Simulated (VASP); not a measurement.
Here is a VASP 6.6.1 calculation.

Contents of INCAR:

```
PREC = Accurate
ENCUT = 600
EDIFF = 1E-6
ISMEAR = 0
SIGMA = 0.03
LREAL = F
LASPH = T
NELM = 80
ALGO = Normal
ISIF = 3
LWAVE = F
LCHARG = F
METAGGA = R2SCAN
LMIXTAU = T
IBRION = 2
NSW = 90
EDIFFG = -0.01
KPAR = 2
```

KPOINTS

```
Automatic mesh
0
Gamma
  4 8 6
```

File POSCAR:

```
SnS
1.0
   11.2000000000      0.0000000000      0.0000000000
    0.0000000000      3.9870000000      0.0000000000
    0.0000000000      0.0000000000      4.3340000000
Sn S
4 4
Direct
    0.1194000000      0.2500000000      0.1198000000
    0.3806000000      0.7500000000      0.6198000000
    0.6194000000      0.2500000000      0.3802000000
    0.8806000000      0.7500000000      0.8802000000
    0.8508000000      0.2500000000      0.4793000000
    0.6492000000      0.7500000000      0.9793000000
    0.3508000000      0.2500000000      0.0207000000
    0.1492000000      0.7500000000      0.5207000000
```

Potentials or basis: VASP PAW PBE potentials, release 64 (Sn_d, S).

Launch:

```console
$ cat potpaw_PBE.64/Sn_d/POTCAR potpaw_PBE.64/S/POTCAR > POTCAR
$ mpirun -np 2 vasp_std > vasp.out
```

**Question.** Predict the relaxed volume.

**Answer.** 25.48 Å³/atom.

**Question.** What does it give for the band gap on the k mesh?

**Answer.** 1.26 eV, indirect (least direct gap 1.74 eV).

**Question.** What does it give for the space group after relaxing (to 0.05 Å)?

**Answer.** Pnma (No. 62).

**Question.** Estimate the relaxed cell.

**Answer.** a = 11.336 Å, b = 3.962 Å, c = 4.540 Å, α = 90.00°, β = 90.00°, γ = 90.00°.

Forces on the atoms (eV/Å):
```
Sn   0.004  0.000  0.006
Sn  -0.004  0.000  0.006
Sn   0.004  0.000 -0.006
Sn  -0.004  0.000 -0.006
S    0.004  0.000 -0.006
S   -0.004  0.000 -0.006
S    0.004  0.000  0.006
S   -0.004  0.000  0.006
```

Caveat: the PAW data sets were made with another functional, which shifts forces and pressure a little; spin-orbit coupling is left out, which moves the levels of the heavy elements. A k mesh can miss the band edges.
